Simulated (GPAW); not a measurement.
The system is YN.

```
Y N
1.0
     0.00000    2.43850    2.43850
     2.43850    0.00000    2.43850
     2.43850    2.43850    0.00000
Y N
1 1
Direct
  0.00000 0.00000 0.00000
  0.50000 0.50000 0.50000
```

Base run:

```yaml
Program: GPAW 26.7.0
Functional: LDA
Potentials_or_basis: the program's PAW data sets (release 1.2.1) made for this functional
Cutoff: 800 eV
Basis: pw
k_mesh: 9 × 9 × 9
Occupations: fermi-dirac, width 0.05 eV
Spin: no spin polarisation
```

Its results: band gap on the k mesh 0.16 eV, indirect (least direct gap 0.57 eV); pressure -7.2 GPa.

Question: The run is repeated on the same cell with these changes: functional from LDA to PBEsol; potentials or basis from the program's PAW data sets (release 1.2.1) made for this functional to PAW data sets generated in the run's folder for this functional. What comes out?

Answer: Band gap on the k mesh 0.17 eV, indirect (least direct gap 0.58 eV); pressure -3.2 GPa.

A k mesh can miss the band edges.
